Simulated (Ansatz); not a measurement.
# TiO₂: a ladder of calculations

Cell of run 1: a COD entry.

```
CELL_PARAMETERS angstrom
-1.89210 1.89210 4.75730
1.89210 -1.89210 4.75730
1.89210 1.89210 -4.75730
ATOMIC_POSITIONS crystal
Ti 0.00000 0.00000 0.00000
Ti 0.75000 0.25000 0.50000
O 0.20810 0.20810 0.00000
O 0.95810 0.45810 0.50000
O 0.54190 0.04190 0.50000
O 0.79190 0.79190 0.00000
```

Sites (sets of like atoms) are named by element and the number of their first atom in this list.

Relaxed positions (PBE, cell held):

```
CELL_PARAMETERS angstrom
-1.89210 1.89210 4.75730
1.89210 -1.89210 4.75730
1.89210 1.89210 -4.75730
ATOMIC_POSITIONS crystal
Ti 0.00000 0.00000 0.00000
Ti 0.75000 0.25000 0.50000
O 0.20879 0.20879 0.00000
O 0.95879 0.45879 0.50000
O 0.54121 0.04121 0.50000
O 0.79121 0.79121 0.00000
```

All runs are DFT with Ansatz 0.2.0 (plane waves and PAW, scalar-relativistic unless spin–orbit coupling is named, Γ-centred meshes, Fermi–Dirac smearing where given) in this cell.

Run 1: PBE, atoms as given; 420 eV, 11×11×11 k-points, smearing 0.02 eV.
Run 2: PBE, atoms relaxed; 420 eV, 11×11×11 k-points, smearing 0.02 eV.
Run 3: r2SCAN, at the relaxed atoms; 500 eV, 11×11×11 k-points, smearing 0.02 eV.
Run 4: LDA, at the relaxed atoms; 420 eV, 11×11×11 k-points, smearing 0.02 eV.
Run 5: PBEsol, at the relaxed atoms; 420 eV, 11×11×11 k-points, smearing 0.02 eV.

```
run  Ti V_zz (η)   O V_zz (η)
  1  0.80 (0.00)  1.86 (0.38)
  2            ?            ?
  3  1.26 (0.00)  1.92 (0.65)
  4  1.36 (0.00)  1.53 (0.33)
  5  1.26 (0.00)  1.71 (0.44)
```

V_zz in 10²¹ V/m².

Problem. Estimate the row of run 2.

Solution. Ti: 1.23 (0.00); O: 1.85 (0.50). It lies nearest to run 5, from whose tensors on these sites it differs by 0.17 at most (largest principal value of the difference, on O). Taken one at a time, the functional (between the two that differ most) moves the tensors on these sites by up to 0.57 (largest principal value of the change, on O), the positions of the atoms (as given or relaxed) by 0.43 (Ti).

The cell isn't the equilibrium one in runs 1, 4 (calculated pressure 5, -7 GPa), and the entry's cell may itself be off. Run 1: The values hang on the deposited positions: relaxing the atoms moves V_zz on Ti from 0.80 to 1.23.
